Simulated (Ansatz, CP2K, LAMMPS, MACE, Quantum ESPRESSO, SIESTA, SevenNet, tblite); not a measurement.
# How stiff is Al2O3 with crystalline order left by the classical run (125 atoms)? Programs compared

Aim: pressure against volume for Al2O3 with crystalline order left by the classical run (125 atoms), with plane waves as the reference.

Results are calculated, not measured.

**1. Set-up**

The cell holds 125 atoms (50 Al and 75 O), with edges of 11.15, 11.15 and 11.15 Å. Recipe: 125 atoms (50 Al, 75 O) placed at random at 3.05 g/cm³, melted at 4500 K for 20 ps at fixed volume with the Morse and Coulomb pair potential with partial charges (Pedone, Malavasi, Menziani, Cormack and Segre, J. Phys. Chem. B 110, 11780 (2006)). Quenched from 4500 K to 300 K at 10 K/ps and fixed volume, held 5 ps. Then the atoms were relaxed with SevenNet 0 in the fixed cell.

Bonds by pair of elements; cutoffs follow the first minimum of g(r), held within bounds set by covalent radii, and pairs that aren't listed don't count as bonded:

```
pair A-B  cutoff (Å)  bonds  mean length (Å)  spread (Å)  shortest (Å)  B about A  A about B
    O-Al        2.49    230             1.87       0.116          1.69       3.07        4.6
```

**2. The reference input**

Quantum ESPRESSO 7.5: Kohn-Sham DFT, PBE, SSSP efficiency 1.3.0 pseudopotentials, plane waves. Its input, pw.in, for the unchanged cell:

```
&control
  calculation = 'scf'
  pseudo_dir = './pseudo'
  outdir = './tmp'
  disk_io = 'none'
  tprnfor = .true.
  tstress = .true.
/
&system
  ibrav = 0
  nat = 125
  ntyp = 2
  ecutwfc = 60
  ecutrho = 480
  nosym = .true.
  occupations = 'smearing'
  smearing = 'fd'
  degauss = 0.003675
/
&electrons
  conv_thr = 6.3e-07
  electron_maxstep = 100
  mixing_beta = 0.4
  mixing_mode = 'plain'
  diagonalization = 'david'
/
ATOMIC_SPECIES
Al 26.982 Al.upf
O 15.999 O.upf
CELL_PARAMETERS angstrom
11.15420 0.00000 0.00000
0.00000 11.15420 0.00000
0.00000 0.00000 11.15420
ATOMIC_POSITIONS crystal
Al 0.59876 0.22398 0.58821
Al 0.21136 0.15366 0.10754
Al 0.49028 0.45309 0.48289
Al 0.94360 0.53942 0.13019
[... 119 atom lines left out ...]
O 0.87467 0.81345 0.96835
O 0.66025 0.19844 0.73887
K_POINTS gamma
```

```console
$ OMP_NUM_THREADS=1 mpirun -np 4 pw.x -in pw.in > output.txt
```

Run time: 5.5 min. Hardware: 4 MPI ranks of Arm Neoverse V1, shared host; peak memory 5.7 GiB.

It converged with an r.m.s. force component of 0.045 eV/Å and a pressure of -3.7 GPa.

**3. Levels of theory**

Every level solves the same cells as single points. CPU time is summed over a level's finished runs, on a host shared with the other runs, so it is rough; the force column is the median over cells of the r.m.s. difference of force components from the reference.

```
                level                      basis or training data  k-points  runs finished  CPU time  peak memory (GiB)  force difference (meV/Å)
              QE, PBE     plane waves, SSSP efficiency, 60/480 Ry         Γ         3 of 3    67 min                5.9                 reference
CP2K double zeta, PBE        DZVP-UZH, GTH-PBE potentials, 600 Ry         Γ         3 of 3    36 min                6.6                        56
      SIESTA DZP, PBE    DZP orbitals, shift 0.01 Ry, mesh 500 Ry         Γ         3 of 3    50 min                4.5                        99
      tblite GFN1-xTB  tight binding with its own dispersion term         Γ         3 of 3      43 s               0.17                       303
    MACE MP-0b2 small          trained on PBE(+U) plane-wave data         -         3 of 3      24 s               0.74                        38
           SevenNet 0          trained on PBE(+U) plane-wave data         -         3 of 3      30 s                1.3                        44
```

The reference's own r.m.s. force component runs from 44 to 47 meV/Å over these cells. SevenNet 0 relaxed the atoms, so in the cells that it relaxed its own forces are small, and its entry isn't an independent test there.

**4. Pressure against volume**

The cell is scaled evenly, and at each volume SevenNet 0 relaxes the atoms again before the single points. The unchanged volume is 11.102 Å³ an atom. Pressures in GPa:

| level | -3 % | 0 | +3 % |
| --- | --- | --- | --- |
| QE, PBE | -0.13 | -3.67 | -6.79 |
| CP2K double zeta, PBE | -0.90 | -4.27 | -7.25 |
| SIESTA DZP, PBE | 2.46 | -1.03 | -4.13 |
| tblite GFN1-xTB | 20.74 | 16.35 | 12.49 |
| MACE MP-0b2 small | -0.46 | -3.63 | -6.45 |
| SevenNet 0 | -0.54 | -3.93 | -6.95 |

Energy less that of the unchanged cell at the same level, in meV an atom:

```
                level   -3 %    +3 %
              QE, PBE  -4.07   10.95
CP2K double zeta, PBE  -5.76   12.24
      SIESTA DZP, PBE  -3.08    9.50
      tblite GFN1-xTB  30.97  -23.20
    MACE MP-0b2 small  -4.55   10.62
           SevenNet 0  -4.74   11.33
```

**5. Moduli**

From the three volumes nearest the unchanged one: B from the slope of pressure against ln V and from the curvature of the energy, the pressure that the slope of the energy implies, and the volume change at which the printed pressure crosses zero (a dash if it doesn't within the range).

| level | B from pressures (GPa) | B from energies (GPa) | printed pressure (GPa) | pressure from energies (GPa) | zero pressure at (%) |
| --- | --- | --- | --- | --- | --- |
| QE, PBE | 111.1 | 110.3 | -3.67 | -3.61 | - |
| CP2K double zeta, PBE | 105.8 | 103.9 | -4.27 | -4.33 | - |
| SIESTA DZP, PBE | 109.8 | 102.9 | -1.03 | -3.03 | -0.9 |
| tblite GFN1-xTB | 137.5 | 124.7 | 16.35 | 13.03 | - |
| MACE MP-0b2 small | 99.8 | 97.3 | -3.63 | -3.65 | - |
| SevenNet 0 | 106.9 | 105.7 | -3.93 | -3.87 | - |

As a check by hand on the reference: from -3 to +3 % the pressure falls by 6.67 GPa while ln V grows by 0.0600, a ratio of 111.1 GPa.

Gap between the highest filled and the lowest empty level on the runs' k-points, in eV:

```csv
level,-3 %,0,+3 %
"QE, PBE",3.60,3.45,3.33
"CP2K double zeta, PBE",3.59,3.45,3.32
"SIESTA DZP, PBE",3.53,3.39,3.26
```

**6. Findings**

The plane-wave reference (PBE) gives a bulk modulus of 111.1 GPa from its pressures, at a volume where its pressure is -3.67 GPa, and the pressure stays negative over the whole range. Other programs at PBE: CP2K double zeta, PBE 105.8 GPa (-5 %) and SIESTA DZP, PBE 109.8 GPa (-1 %); their pressures lie -0.60 to +2.64 GPa from the reference's. Learned potentials: MACE MP-0b2 small 99.8 GPa (-10 %) and SevenNet 0 106.9 GPa (-4 %); their pressures lie -0.26 to +0.03 GPa from the reference's.

Tight binding: tblite GFN1-xTB 137.5 GPa (+24 %); its pressure lies +20.02 GPa from the reference's. The moduli are read at one volume but at unlike pressures, and a cell under tension is as a rule softer than one under compression. Moduli from the energies run from 97 to 125 GPa, within 10 % of those from pressures. The reference's gap falls as the cell grows, from 3.60 eV at -3 % to 3.33 eV at +3 %.

**Limits.** The atoms follow SevenNet 0, not each level's own minimum, so these moduli only approach relaxed ones and hang on that choice. Three points at finite strain give rough moduli, at the given volume rather than at zero pressure. Pressures at a fixed plane-wave cutoff or in a small atom-centred basis hold some basis error. The quench rate of 10 K/ps is many orders above laboratory rates, so the cell is likely richer in defects and strain than a real sample. The reference samples only Γ, in a cell whose shortest periodic width is 11 Å. The reference isn't exact: its cutoffs and mesh weren't converged further here. SIESTA's automatically made basis is far from complete, and its potentials were converted by us (checked for H, C, O, Si, Ge and Ca alone). Where levels are smeared, the DFT runs use Fermi–Dirac occupations at 580 K (0.05 eV), and energies are free energies.

[Logs are printed without paths, hosts, clocks, repeated set-up lines and the standing remarks that a program may print on its own settings, such as how far it seeks lower states.]

[Hosts, paths, dates, database ids (printed as entryN), source tags and the programs' standing remarks are cut or masked in the printed files.]
